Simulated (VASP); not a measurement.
# SbH3 in VASP: settings compared, part 2 of 2

VASP 6.6.1. The steps go on from the part before.

## (3) Single point, HSE06

File POSCAR:

```
SbH3
1.0
   11.0000000000      0.0000000000      0.0000000000
    0.0000000000     12.0000000000      0.0000000000
    0.0000000000      0.0000000000     11.0000000000
Sb H
1 3
Direct
    0.5515363600      0.4660375000      0.4401545500
    0.5867727300      0.4978708300      0.5872818200
    0.4155909100      0.4098208300      0.4831909100
    0.4863272700      0.5936791700      0.4189000000
```

File INCAR.step1:

```
SYSTEM = SbH3
PREC = Accurate
ENCUT = 900
EDIFF = 1E-5
ISMEAR = 0
SIGMA = 0.01
LREAL = .FALSE.
LASPH = .TRUE.
NELM = 80
ALGO = Normal
ISIF = 2
LWAVE = .TRUE.
LCHARG = .FALSE.
NBANDS = 12
GGA = PE
```

File INCAR.step2:

```
SYSTEM = SbH3
PREC = Accurate
ENCUT = 900
EDIFF = 1E-7
ISMEAR = 0
SIGMA = 0.01
LREAL = .FALSE.
LASPH = .TRUE.
NELM = 80
ALGO = Normal
ISIF = 2
LWAVE = .FALSE.
LCHARG = .FALSE.
GGA = PE
LHFCALC = .TRUE.
HFSCREEN = 0.2
PRECFOCK = Fast
NBANDS = 12
ISTART = 1
```

File KPOINTS:

```
Automatic mesh
0
G
  1 1 1
  0 0 0
```

Potentials or basis: VASP PAW PBE potentials, release 64 (Sb, H_h).

The run is started by

```sh
$ cat potpaw_PBE.64/Sb/POTCAR potpaw_PBE.64/H_h/POTCAR > POTCAR
$ cp INCAR.step1 INCAR
$ mpirun -np 1 vasp_gam > vasp.out
$ cp INCAR.step2 INCAR
$ mpirun -np 1 vasp_gam > vasp.out
```

OUTCAR:

```text
SYSTEM = SbH3
   PREC = Accurate
   ENCUT = 900
   EDIFF = 1E-7
   ISMEAR = 0
   LREAL = .FALSE.
   LASPH = .TRUE.
   NELM = 80
   ISIF = 2
   GGA = PE
   LHFCALC = .TRUE.
   HFSCREEN = 0.2
   PRECFOCK = Fast
   ISTART = 1

 ion  position               nearest neighbor table
   1  0.552  0.466  0.440-   4 1.71   2 1.71   3 1.71
   2  0.587  0.498  0.587-   1 1.71
   3  0.416  0.410  0.483-   1 1.71
   4  0.486  0.594  0.419-   1 1.71

  LATTYP: Found a simple tetragonal cell.
 ALAT       =    11.0000000000
 C/A-ratio  =     1.0909090909

  Lattice vectors:

 A1 = ( -11.0000000000,   0.0000000000,   0.0000000000)
 A2 = (   0.0000000000,   0.0000000000,  11.0000000000)
 A3 = (   0.0000000000,  12.0000000000,   0.0000000000)

Analysis of symmetry for initial positions (statically):
=====================================================================
 Subroutine PRICEL returns:
 Original cell was already a primitive cell.

 Routine SETGRP: Setting up the symmetry group for a
 simple tetragonal supercell.

 Subroutine GETGRP returns: Found  1 space group operations
 (whereof  1 operations were pure point group operations)
 out of a pool of 16 trial point group operations.

The static configuration has the point symmetry C_1 .

Analysis of symmetry for dynamics (positions and initial velocities):
=====================================================================
 Subroutine PRICEL returns:
 Original cell was already a primitive cell.

 Routine SETGRP: Setting up the symmetry group for a
 simple tetragonal supercell.

 Subroutine GETGRP returns: Found  1 space group operations
 (whereof  1 operations were pure point group operations)
 out of a pool of 16 trial point group operations.

The dynamic configuration has the point symmetry C_1 .

 Subroutine INISYM returns: Found  1 space group operations
 (whereof  1 operations are pure point group operations),
 and found     1 'primitive' translations

----------------------------------------------------------------------------------------

                                     Primitive cell

  volume of cell :    1452.0000

  direct lattice vectors                    reciprocal lattice vectors
    11.000000000  0.000000000  0.000000000     0.090909091  0.000000000  0.000000000
     0.000000000 12.000000000  0.000000000     0.000000000  0.083333333  0.000000000
     0.000000000  0.000000000 11.000000000     0.000000000  0.000000000  0.090909091

  length of vectors
    11.000000000 12.000000000 11.000000000     0.090909091  0.083333333  0.090909091

  position of ions in fractional coordinates (direct lattice)
     0.551536360  0.466037500  0.440154550
     0.586772730  0.497870830  0.587281820
     0.415590910  0.409820830  0.483190910
     0.486327270  0.593679170  0.418900000

  ion indices of the primitive-cell ions
   primitive index   ion index
                 1           1
                 2           2
                 3           3
                 4           4

----------------------------------------------------------------------------------------

 KPOINTS: Automatic mesh

Automatic generation of k-mesh.
 Grid dimensions read from file:
 generate k-points for:    1    1    1

 Generating k-lattice:

  Cartesian coordinates                     Fractional coordinates (reciprocal lattice)
     0.090909091  0.000000000  0.000000000     1.000000000  0.000000000  0.000000000
     0.000000000  0.083333333  0.000000000     0.000000000  1.000000000  0.000000000
     0.000000000  0.000000000  0.090909091     0.000000000  0.000000000  1.000000000

  Length of vectors
     0.090909091  0.083333333  0.090909091

  Shift w.r.t. Gamma in fractional coordinates (k-lattice)
     0.000000000  0.000000000  0.000000000

 Subroutine IBZKPT returns following result:
 ===========================================

 Found      1 irreducible k-points:

 Following reciprocal coordinates:
            Coordinates               Weight
  0.000000  0.000000  0.000000      1.000000
   k-points           NKPTS =      1   k-points in BZ     NKDIM =      1   number of bands    NBANDS=     12
   number of dos      NEDOS =    301   number of ions     NIONS =      4
   total plane-waves  NPLWV = ******
   dimension x,y,z NGX =   108 NGY =  120 NGZ =  108
   dimension x,y,z NGXF=   216 NGYF=  240 NGZF=  216
   ions per type =               1   3
   NGX,Y,Z   is equivalent  to a cutoff of  16.32, 16.62, 16.32 a.u.
   NGXF,Y,Z  is equivalent  to a cutoff of  32.64, 33.25, 32.64 a.u.
 SYSTEM =  SbH3
   PREC   = accura    normal or accurate (medium, high low for compatibility)
   ISTART =      1    job   : 0-new  1-cont  2-samecut
   ICHARG =      0    charge: 1-file 2-atom 10-const
   ISPIN  =      1    spin polarized calculation?
   LNONCOLLINEAR =      F non collinear calculations
   LSORBIT =      F    spin-orbit coupling
   LASPH  =      T    aspherical Exc in radial PAW
   ENCUT  =  900.0 eV  66.15 Ry    8.13 a.u.  26.91 29.35 26.91*2*pi/ulx,y,z
   NELM   =     80;   NELMIN=  2; NELMDL=  0     # of ELM steps
   EDIFF  = 0.1E-06   stopping-criterion for ELM
   LREAL  =      F    real-space projection
   EDIFFG = 0.1E-05   stopping-criterion for IOM
   NSW    =      0    number of steps for IOM
   IBRION =     -1    ionic relax: 0-MD 1-quasi-New 2-CG
   NFREE  =      0    steps in history (QN), initial steepest desc. (CG)
   ISIF   =      2    stress and relaxation
   ISYM   =      3    0-nonsym 1-usesym 2-fastsym
   POTIM  = 0.5000    time-step for ionic-motion
   TEBEG  =    0.0;   TEEND  =   0.0 temperature during run
   PSTRESS=    0.0 pullay stress
   NELECT =       8.0000    total number of electrons
   NUPDOWN=      -1.0000    fix difference up-down
   EMIN   =  10.00;   EMAX   =-10.00  energy-range for DOS
   EFERMI =   0.00;   METHOD = LEGACY
   ISMEAR =     0;   SIGMA  =   0.01  broadening in eV -4-tet -1-fermi 0-gaus
   EFERMI_NEDOS =   21; number of points for ismear=-14 and -15
   IALGO  =     38    algorithm
   IMIX   =      1    mixing-type and parameters
     AMIX     =   0.40;   BMIX     =  1.00
     AMIX_MAG =   1.60;   BMIX_MAG =  1.00
  volume/ion in A,a.u.               =     363.00      2449.64
  Fermi-wavevector in a.u.,A,eV,Ry     =   0.289145  0.546405  1.137514  0.083605
  Thomas-Fermi vector in A             =   1.146600
   LORBIT       =      0    0 simple, 1 ext, 2 COOP (PROOUT), +10 PAW based schemes
   GGA     = PE    functional components
   LHFCALC =     T    Hartree Fock is set to
   PRECFOCK=fast      Normal, Fast or Accurate (Low or Medium for compatibility)
   ENCUT4O =  -1.0   cutoff for four orbital integrals eV
   NKREDX  =     1    reduce k-point grid by
   NKREDY  =     1    reduce k-point grid by
   NKREDZ  =     1    reduce k-point grid by
   AEXX    =    0.2500 exact exchange contribution
   HFSCREEN=    0.2000 screening length (either q_TF or 0.3 A-1)
   HFSCREENC=   0.2000 screening length for correlation (either q_TF or 0.3 A-1)
   ENCUTFOCK=  -1.0 apply spherical cutoff to Coloumb kernel
   IVDW    =     0    specifies the selected vdW correction
   LEPSILON=     F    determine dielectric tensor
   LRPA    =     F    only Hartree local field effects (RPA)
 non-spin polarized calculation
 Gauss-broadening in eV      SIGMA  =   0.01
  energy-cutoff  :      900.00
  volume of cell :     1452.00
 maximum number of plane-waves:     44432
 NGX is ok and might be reduce to   108
  NGX = 56; NGY = 60; NGZ = 56

 number of electron       8.0000000 magnetization

 Free energy of the ion-electron system (eV)
  ---------------------------------------------------
  ext. energy  EPLUGINS =         0.00000000
  ---------------------------------------------------
  free energy    TOTEN  =       -15.64230947 eV

  energy without entropy =      -15.64230947  energy(sigma->0) =      -15.64230947

 E-fermi :  -6.8284     XC(G=0):  -0.6858

 val. band max:       -6.8855185844   @ k =   0.0000   0.0000   0.0000
 cond. band min:      -0.4871504123   @ k =   0.0000   0.0000   0.0000
 fundamental gap:      6.3983681721
 Fermi energy:        -6.8284457499

 k-point     1 :       0.0000    0.0000    0.0000
  band No.  band energies     occupation
      1     -15.5173      2.00000
      2      -9.0078      2.00000
      3      -9.0077      2.00000
      4      -6.8855      2.00000
      5      -0.4872      0.00000
      6      -0.3808      0.00000
      7      -0.3697      0.00000
      8       0.7884      0.00000
      9       0.8827      0.00000
     10       1.0008      0.00000
     11       1.0294      0.00000
     12       1.0989      0.00000

------------------------ aborting loop because EDIFF is reached ----------------------------------------

  FORCE on cell =-STRESS in cart. coord.  units (eV):
  Direction    XX          YY          ZZ          XY          YZ          ZX
  --------------------------------------------------------------------------------------
  -------------------------------------------------------------------------------------
  Total       -0.0344873     -0.0282453     -0.0346045     -0.0059456      0.0057599     -0.0082494
  in kB       -0.0380543     -0.0311667     -0.0381836     -0.0065605      0.0063557     -0.0091026
  external PRESSURE =      -0.0358015 kB  Pullay stress =       0.0000000 kB

 VOLUME and BASIS-vectors are now :
 -----------------------------------------------------------------------------
  energy-cutoff  :      900.00
  volume of cell :     1452.00
      direct lattice vectors                 reciprocal lattice vectors
    11.000000000  0.000000000  0.000000000     0.090909091  0.000000000  0.000000000
     0.000000000 12.000000000  0.000000000     0.000000000  0.083333333  0.000000000
     0.000000000  0.000000000 11.000000000     0.000000000  0.000000000  0.090909091

 POSITION                                       TOTAL-FORCE (eV/Angst)
 -----------------------------------------------------------------------------------
      6.06690      5.59245      4.84170         0.014279     -0.009929     -0.014177
      6.45450      5.97445      6.46010        -0.004148      0.003120      0.005351
      4.57150      4.91785      5.31510        -0.005169      0.003419      0.004366
      5.34960      7.12415      4.60790        -0.004963      0.003390      0.004460
 -----------------------------------------------------------------------------------
    total drift:                               -0.000364      0.000949      0.000046

  FREE ENERGIE OF THE ION-ELECTRON SYSTEM (eV)
  ---------------------------------------------------
  free  energy   TOTEN  =       -15.6423094656 eV

  energy  without entropy=      -15.6423094656  energy(sigma->0) =      -15.64230947
```

Run time: 18 min. Hardware: 1 thread of Intel Xeon Platinum 8488C (Sapphire Rapids), shared host; peak memory 2.1 GiB.

What came out:

| Property | Result |
| --- | --- |
| Free energy | -15.6423 eV |
| Largest force | 0.022 eV/Å |
| Gap between the frontier levels | 6.40 eV |

Forces in eV/Å, atoms in the order of the input:
```
Sb   0.014 -0.010 -0.014
H   -0.004  0.003  0.005
H   -0.005  0.003  0.004
H   -0.005  0.003  0.004
```

Caveat: the PAW data sets were made with another functional, which shifts forces and pressure a little; spin-orbit coupling is left out, which moves the levels of the heavy elements.

## (4) The reference run

An earlier run on the cell as given: functional PBE; potentials or basis VASP PAW PBE potentials, release 64 (Sb, H); cutoff 520 eV; k mesh 1 × 1 × 1; occupations gaussian, width 0.01 eV; no spin polarisation.

* Largest force: 0.670 eV/Å
* Gap between the frontier levels: 5.46 eV

## (5) The runs side by side

```tsv
level	potentials or basis	cutoff (eV)	grid for exact exchange (PRECFOCK)	exchange at q = 0	screening parameter	gap on the mesh (eV)	largest force (eV/Å)
r2SCAN0	VASP PAW PBE potentials, release 64 (Sb, H)	520	Fast	truncated	-	7.48	0.24
HSE06	VASP PAW PBE potentials, release 64 (Sb, H_h)	900	Fast	-	0.2 1/A	6.40	0.02
PBE	VASP PAW PBE potentials, release 64 (Sb, H)	520	-	-	-	5.46	0.67
```

Alike in all rows: task single point; no spin polarisation; cell as given; k mesh 1 × 1 × 1; smearing gaussian 0.01 eV.

Caveats: spin-orbit coupling is left out, which moves the levels of the heavy elements; the PAW data sets were made with another functional, which shifts forces and pressure a little (some runs).

Absolute energies hang on the potentials; compare differences alone.
